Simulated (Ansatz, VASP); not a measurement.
**Two plane-wave programs on Nb**

```
Nb
1.0
     0.00000    2.06107    2.06107
     2.06107    0.00000    2.06107
     2.06107    2.06107    0.00000
Nb
1
Direct
  0.00000 0.00000 0.00000
```

Alike in both runs: task single point; functional revPBE; k mesh 14 × 14 × 14; occupations fermi-dirac, width 0.1 eV; no spin polarisation.

```csv
,VASP,Ansatz
version,VASP 6.6.1,Ansatz 0.2.0
potentials or method,"VASP PAW PBE potentials, release 64 (Nb_sv)","plane waves (420 eV) with PAW, scalar-relativistic"
plane-wave cutoff (eV),520,420
valence electrons in the cell,13,13
```

```csv
,VASP,Ansatz,Ansatz less VASP
pressure (GPa),14.6,15.0,+0.37
```

With one functional, cell and mesh, what is left measures potentials, basis and numerics.

Caveats: the PAW data sets were made with another functional, which shifts forces and pressure a little (VASP).
